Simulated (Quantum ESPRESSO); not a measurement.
Ca in Quantum ESPRESSO: the effect of functional

Ca:

```xyz
1
Lattice="0.0000 2.7942 2.7942 2.7942 0.0000 2.7942 2.7942 2.7942 0.0000" Properties=species:S:1:pos:R:3 pbc="T T T"
Ca    0.0000    0.0000    0.0000
```

Alike in all runs:

| Property | Result |
| --- | --- |
| Program | Quantum ESPRESSO 7.5 |
| Task | phonon dispersion |
| k mesh | 8 × 8 × 8 |
| Occupations | cold, width 0.2 eV |
| Spin | no spin polarisation |

Each run relaxes the cell or the atoms first.

Problem. One run gave: relaxed volume 42.15 Å³/atom; highest phonon frequency 165 cm⁻¹. Which functional did it use?
A. LDA
B. PBE
C. PBEsol

Solution. B.

```tsv
functional	potentials or basis	cutoff	relaxed volume (Å³/atom)	highest phonon frequency (cm⁻¹)
LDA	PseudoDojo 0.4.1 SR LDA standard	980 eV	37.94	180
PBE	PseudoDojo 0.4.1 SR PBE standard	925 eV	42.15	165
PBEsol	PseudoDojo 0.4.1 SR PBEsol standard	925 eV	40.53	170
```
